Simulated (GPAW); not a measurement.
# Dielectric function and optical constants of BeS

Wanted: where BeS starts to absorb, how strongly, and its refractive index. The cell comes from an older database entry, whose edges can differ from later determinations, mostly by under a per cent.

Method: DFT, PBE, plane-wave PAW (GPAW data sets), scalar-relativistic, RPA, optical limit, in GPAW 26.7.0.

Report form: the programs' logs are mostly left out.

The database entry behind the starting cell differs from later determinations by our own check (0.1 to 0.3 % short, probably kX units), so it need not match the best structure at ambient conditions.

## Step 1: Set-up

Symmetry: F-43m, No. 216, cubic system. The conventional cell has a = 4.850 Å, b = 4.850 Å, c = 4.850 Å, α = 90.00°, β = 90.00°, γ = 90.00°. Nearest to S lie 4 Be at 2.10 Å. Be has 4 S at 2.10 Å nearest. Farther neighbours and most contacts between anions are not listed.

## Step 2: Ground state

First the ground state: is it a metal or has it a gap?

This step: DFT, PBE, plane-wave PAW (GPAW data sets), scalar-relativistic, ground state (GPAW 26.7.0).

The input, gs.py:

```python
from ase import Atoms
from ase.dft.bandgap import bandgap
from gpaw import GPAW, PW, FermiDirac

atoms = Atoms(['S', 'Be'],
              cell=[[0.000000000000, 2.425000000000, 2.425000000000],
                    [2.425000000000, 0.000000000000, 2.425000000000],
                    [2.425000000000, 2.425000000000, 0.000000000000]],
              scaled_positions=[[0.750000000000, 0.750000000000, 0.750000000000],
                                [0.000000000000, 0.000000000000, 0.000000000000]],
              pbc=[True, True, True])
atoms.calc = GPAW(mode=PW(500), xc='PBE', kpts={'size': (8, 8, 8), 'gamma': True},
                  occupations=FermiDirac(0.05), maxiter=150, txt='gs.txt')
print('energy (eV)', atoms.get_potential_energy())
print('Fermi level (eV)', atoms.calc.get_fermi_level())
print('valence electrons', atoms.calc.get_number_of_electrons())
print('gap (eV)', bandgap(atoms.calc, output=None)[0])
print('direct gap (eV)', bandgap(atoms.calc, direct=True, output=None)[0])
atoms.calc.write('gs.gpw')
```

Launch:

```sh
$ OMP_NUM_THREADS=1 python gs.py
```

Wall time 3.6 s (1 thread of Arm Neoverse V2, shared host); peak memory 0.12 GiB.

Read-outs, printed or worked out from the files:

| Quantity | Value |
| --- | --- |
| energy | -9.918 eV |
| Fermi energy | 6.560 eV |
| gap on the k-mesh | 3.103 eV |
| direct gap on the mesh | 5.644 eV |
| electrons | 8 |

There is a gap, 3.10 eV on this mesh (points off the mesh can give less), so no carriers' term is needed.

## Step 3: Bands for the response

The response needs many more empty bands than the density does.

This step: DFT, PBE, plane-wave PAW (GPAW data sets), scalar-relativistic, bands at fixed density (GPAW 26.7.0).

The input, nscf.py:

```python
from ase.dft.bandgap import bandgap
from gpaw import GPAW, FermiDirac

calc = GPAW('gs.gpw').fixed_density(kpts={'size': (12, 12, 12), 'gamma': True}, nbands=27, convergence={'bands': 21},
                                    occupations=FermiDirac(0.001), txt='nscf.txt')
print('gap (eV)', bandgap(calc, output=None)[0])
print('direct gap (eV)', bandgap(calc, direct=True, output=None)[0])
print('top band over the Fermi level (eV)', min(calc.get_eigenvalues(kpt=k)[20] for k in range(len(calc.get_ibz_k_points()))) - calc.get_fermi_level())
calc.write('full.gpw', mode='all')
```

Launch:

```sh
$ OMP_NUM_THREADS=1 python nscf.py
```

Run time: 19 s. Hardware: 1 thread; peak memory 0.16 GiB.

## Step 4: Dielectric function, RPA

Transitions between filled and empty bands, summed over the zone, give the optical response, so mesh, band count and broadening shape it.

The induced potential is part of this response.

This step: DFT, PBE, plane-wave PAW (GPAW data sets), scalar-relativistic, RPA, optical limit (GPAW 26.7.0).

The input, df.py:

```python
from gpaw.response.df import DielectricFunction

df = DielectricFunction('full.gpw', frequencies={'type': 'nonlinear', 'domega0': 0.03, 'omega2': 8},
                        ecut=60,
                        eta=0.15,
                        nbands=21,
                        txt='df.txt')
for direction in ['x']:
    df.get_dielectric_function(xc='RPA', direction=direction, filename=f'df_{direction}.csv')
```

Launch:

```sh
$ OMP_NUM_THREADS=1 python df.py
```

Elapsed: 3.1 s, on 1 thread; peak memory 0.18 GiB.

Numbers from this step:

| Property | Result |
| --- | --- |
| electronic dielectric constant ε∞, mean over x, y and z (by symmetry where fewer were run) | 4.915 |
| main peak of Im epsilon, first axis | 6.931 eV |

Some rows of df_x.csv (energy; Re and Im without local fields; Re and Im with them):

```text
0.000000, 5.666028, -0.000000, 4.914995, -0.000000
0.555532, 5.692083, 0.014185, 4.935360, 0.011084
1.143969, 5.778806, 0.030441, 5.003079, 0.023751
1.768324, 5.946131, 0.050868, 5.133459, 0.039578
2.431988, 6.230219, 0.079452, 5.354006, 0.061535
3.138794, 6.702104, 0.125129, 5.718212, 0.096222
3.893091, 7.522534, 0.212973, 6.345651, 0.161945
4.699832, 9.164809, 0.448208, 7.582842, 0.334429
5.564682, 14.159480, 2.589790, 11.247658, 1.862778
6.494155, 12.709572, 15.051936, 10.805762, 10.487853
7.495775, -0.427852, 15.994948, 1.814885, 11.869211
8.578281, -4.059549, 5.977968, -2.706805, 5.568656
9.751884, -4.475643, 5.154194, -2.510541, 5.764990
11.028587, -1.638209, 2.072110, -1.183039, 1.895318
12.422601, -1.903564, 1.644372, -1.326707, 1.943178
13.950874, -1.083368, 0.939165, -0.801139, 1.080322
15.633783, -0.871605, 0.581133, -0.745786, 0.876841
17.496047, -0.447642, 0.456804, -0.273528, 0.669235
19.567954, -0.082332, 0.397924, 0.134410, 0.491475
```

Values under the direct gap are tails of Lorentzian lines. Table of Im ε, E ∥ x by photon energy; read off at these points:

| photon energy (eV) | Im ε, E ∥ x |
| --- | --- |
| 0 | 0 |
| 1 | 0.0205 |
| 2 | 0.0465 |
| 3 | 0.0880 |
| 4 | 0.176 |
| 5 | 0.489 |
| 6 | 6.04 |
| 7 | 14.1 |
| 8 | 8.51 |
| 9 | 5.08 |
| 10 | 4.58 |
| 11 | 1.89 |
| 12 | 2.51 |
| 13 | 1.56 |
| 14 | 1.10 |
| 15 | 1.09 |
| 16 | 0.686 |
| 17 | 0.780 |
| 18 | 0.494 |
| 19 | 0.481 |
| 20 | 0.566 |
| 21 | 0.382 |

The Re ε, E ∥ x by photon energy:

```csv
photon energy (eV),"Re ε, E ∥ x"
0,4.92
1,4.98
2,5.20
3,5.63
4,6.47
5,8.37
6,11.8
7,3.65
8,-1.81
9,-1.31
10,-3.10
11,-1.25
12,-1.16
13,-0.703
14,-0.731
15,-0.472
16,-0.542
17,-0.265
18,-0.150
19,-3.4e-4
20,0.0418
21,0.164
```

The reflectivity at normal incidence, E ∥ x has structure finer than the step of the table below, so its rows give means over 1 eV, whole bins alone (the curve runs from 0 to 21.9 eV). Peaks (eV: height): 8.5: 48.4, 10.4: 54.1, 12.5: 41.4, 13.8: 43.1, 15.6: 41.0, 17.6: 30.4, 20.6: 21.1.

The reflectivity at normal incidence, E ∥ x by photon energy; means over each step:

```
photon energy (eV)  reflectivity at normal incidence, E ∥ x (%)
                 1                                         14.6
                 2                                         15.3
                 3                                         16.6
                 4                                         19.1
                 5                                         24.1
                 6                                         33.6
                 7                                         41.5
                 8                                         45.8
                 9                                         39.1
                10                                         48.6
                11                                         39.6
                12                                         36.6
                13                                         35.1
                14                                         37.6
                15                                         31.9
                16                                         36.4
                17                                         26.7
                18                                         26.8
                19                                         19.6
                20                                         16.8
                21                                         16.3
```

The refractive index n and extinction k by photon energy:

```
photon energy (eV)      n        k
                 0   2.22        0
                 1   2.23  0.00459
                 2   2.28   0.0102
                 3   2.37   0.0185
                 4   2.54   0.0346
                 5   2.89   0.0844
                 6   3.54    0.853
                 7   3.02     2.34
                 8   1.86     2.29
                 9   1.40     1.81
                10   1.10     2.08
                11  0.714     1.33
                12  0.896     1.40
                13  0.711     1.10
                14  0.544     1.01
                15  0.599    0.912
                16  0.407    0.841
                17  0.528    0.738
                18  0.429    0.577
                19  0.490    0.491
                20  0.552    0.513
                21  0.538    0.355
```

The loss function −Im 1/ε at q → 0, E ∥ x has structure finer than the step of the table below, so its rows give means over 1 eV, whole bins alone (the curve runs from 0 to 21.9 eV). Peaks (eV: height): 19.2: 2.18, 20.7: 2.68.

Values under the direct gap are tails of Lorentzian lines. Loss function −Im 1/ε at q → 0, E ∥ x against energy loss; means over each step:

energy loss (eV), loss function −Im 1/ε at q → 0, E ∥ x and a bar:
```
        1       0.00 
        2       0.00 
        3       0.00 
        4       0.00 
        5       0.01 
        6       0.03 
        7       0.07 #
        8       0.10 #
        9       0.18 ##
       10       0.16 ##
       11       0.33 ####
       12       0.34 ####
       13       0.45 ######
       14       0.55 #######
       15       0.70 #########
       16       0.97 #############
       17       1.24 ################
       18       1.72 #######################
       19       2.05 ###########################
       20       1.87 #########################
       21       2.25 ##############################
```

At chosen wavelengths:

| wavelength (nm) | n | k | R (%) | 1/α |
| --- | --- | --- | --- | --- |
| 800 | 2.25 | 0.007 | 14.9 | 8.5 µm |
| 633 | 2.28 | 0.010 | 15.2 | 5.1 µm |
| 532 | 2.31 | 0.013 | 15.6 | 3.4 µm |
| 450 | 2.35 | 0.016 | 16.2 | 2.2 µm |
| 308 | 2.55 | 0.035 | 19.1 | 696 nm |
| 248 | 2.89 | 0.084 | 23.7 | 234 nm |
| 193 | 3.61 | 1.344 | 37.4 | 11 nm |

Below the direct gap, k and the depth come from the tails of the Lorentzian lines, not from transitions.

Rows near the edge hang on the gap, which this functional as a rule makes too small, and phonon-assisted absorption is left out.

## Step 5: Results

| Quantity | Value |
| --- | --- |
| electronic dielectric constant ε∞, mean over x, y and z (by symmetry where fewer were run) (RPA) | 4.92 |
| main peak of Im epsilon, first axis | 6.93 eV |

**Reading.** At this level (PBE, RPA) BeS has ε∞ = 4.92 and n = 2.23 at 1550 nm, and Im ε peaks at 6.9 eV. On the mesh the gap is 3.10 eV and the least direct gap 5.64 eV, so on this mesh the band edges lie at different points. Local fields change the static value along x from 5.67 to 4.92 (-13 %). Distinct maxima of Im ε, read by a parabola through the highest points, lie at 6.93 eV (15), 7.60 eV (12), 9.66 eV (6.0) and 11.53 eV (2.7). Excitons and phonon-assisted transitions are missing; PBE gaps are as a rule too small, which pulls the onset down and ε∞ up. The sum runs over mesh points, so small or evenly spaced maxima can still be ripples of the mesh. Besides steps told in other documents, this task had 1 run with a known fault of program or setting; those not told in a step above aren't shown.

[Machine, clock and banner lines and Python warnings are left out of the logs.]

[Logs are printed without paths, hosts, clocks, repeated set-up lines and the standing remarks that a program may print on its own settings, such as how far it seeks lower states.]

[Hosts, paths, dates, database ids (printed as entryN), source tags and the programs' standing remarks are cut or masked in the printed files.]
